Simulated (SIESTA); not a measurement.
AlCu under changes of volume

One of the cells (13.466 Å³/atom); the others are scaled copies at fixed shape and fractional positions:

```
Cu Al
1.0
     2.99751    0.00000    0.00000
     0.00000    2.99751    0.00000
     0.00000    0.00000    2.99751
Cu Al
1 1
Direct
  0.50000 0.50000 0.50000
  0.00000 0.00000 0.00000
```

The cell comes from a database or a generator and needn't be the stable form of this composition.

* Program: SIESTA 5.4.2
* Functional: PBEsol
* Potentials or basis: PseudoDojo 0.4 standard (PBEsol files)
* Basis: DZP (energy shift 0.003 Ry; two zetas on semicore shells)
* Grid cutoff: 800 Ry
* Energy shift: 0.003 Ry
* k mesh: 9 × 9 × 9
* Occupations: fermi-dirac, width 0.05 eV
* Spin: no spin polarisation

```tsv
volume (Å³/atom)	energy over the lowest point (meV/atom)	pressure (GPa)
12.658	?	?
12.928	0.00	-1.2
13.197	4.05	-3.6
13.466	11.79	-5.6
13.736	22.77	-7.5
14.005	36.64	-9.0
14.274	53.04	-10.4
```

Question: What does the run at 12.658 Å³/atom give?

Answer: Energy over the lowest point 0.04 meV/atom; pressure 1.6 GPa.

Worked out: A Birch-Murnaghan fit of order 3 (a polynomial in V^(-2/3)) to the other rows has its minimum at 12.80 Å³/atom, just outside them, with B0 = V·E''(V) = 124 GPa and B' = 4.7. It gives 0.06 meV/atom at 12.658 Å³/atom, against the run's 0.04, and -dE/dV = 1.4 GPa, against 1.6.

Energies are extrapolated to zero smearing.

Caveats: short orbitals over semicore shells can move pressures by several GPa; the basis of atomic orbitals isn't converged, which shifts pressures, moduli and gaps.
